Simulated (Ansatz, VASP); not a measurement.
This is a calculation of Se for Ansatz 0.2.0.

The input input.yaml:

```yaml
crystal:
  lattice:
    - [4.3662, 0.0, 0.0]
    - [-2.1831, 3.781240118, 0.0]
    - [0.0, 0.0, 4.9536]
  atoms:
    - { symbol: Se, position: [0.778944, 0.778036, 0.002632] }
    - { symbol: Se, position: [0.009181, 0.236059, 0.657835] }
    - { symbol: Se, position: [0.227814, 0.00178, 0.327381] }
hamiltonian:
  xc: pbesol
  pseudopotentials: { kind: paw }
kpoints:
  mp_grid: { grid: [7, 7, 6] }
scf:
  occupations: { method: fermi_dirac, width: 0.05 }
output:
  forces: true
  stress: true
  eigenvalues: true
```

Potentials or basis: Ansatz PAW.

Launch:

```sh
$ ansatz run input.yaml --threads 1 --pin off --max-ram 3584MiB --backend cpu --events-out ev --progress --plain --runs-dir out
```

Set up the same calculation for VASP 6.6.1. Potentials there: VASP PAW PBE potentials, release 64 (Se).

As run (the cutoff follows the program's own potentials):

File INCAR:

```
ALGO = Normal
EDIFF = 1E-7
ENCUT = 520
GGA = PS
ISIF = 2
ISMEAR = -1
LASPH = True
LCHARG = False
LREAL = False
LWAVE = False
NBANDS = 16
NELM = 100
PREC = Accurate
SIGMA = 0.05
```

Contents of KPOINTS:

```
k-points
0
Gamma
  7 7 6
```

File POSCAR:

```
Se
1.0
    4.3662000000      0.0000000000      0.0000000000
   -2.1831000000      3.7812401180      0.0000000000
    0.0000000000      0.0000000000      4.9536000000
Se
3
Direct
    0.7789440000      0.7780360000      0.0026320000
    0.0091810000      0.2360590000      0.6578350000
    0.2278140000      0.0017800000      0.3273810000
```

Potentials or basis: VASP PAW PBE potentials, release 64 (Se).

Command:

```sh
$ cat potpaw_PBE.64/Se/POTCAR > POTCAR
$ mpirun -np 1 vasp_std > vasp.out
```

Both were run:

|  | VASP | Ansatz | Ansatz less VASP |
| --- | --- | --- | --- |
| gap on the k mesh at the Fermi level (eV) | 0.85 | 0.86 | +0.002 |
| least direct gap on the mesh (eV) | 1.27 | 1.28 | +0.011 |
| pressure (GPa) | 0.1 | 0.0 | -0.19 |
| largest component of the traceless stress (GPa) | 1.33 | 1.30 | -0.029 |
| rms of the force components (eV/Å) | 0.283 | 0.264 | -0.0184 |

Atom by atom the forces differ by 0.026 eV/Å (rms over components). With one functional, cell and mesh, what is left measures potentials, basis and numerics. The two sets of potentials don't hold the same shells in valence.

Caveats: the PAW data sets were made with another functional, which shifts forces and pressure a little (VASP); an odd mesh through Γ misses points on the zone boundary, where band edges often lie (VASP); odd divisions of the mesh miss points on the zone boundary, where band edges often lie, so the gap on the mesh can be too wide (Ansatz); the PAW data sets come from PBE, with cores solved anew for the run's functional, which leaves a small shift of forces and pressure (Ansatz).
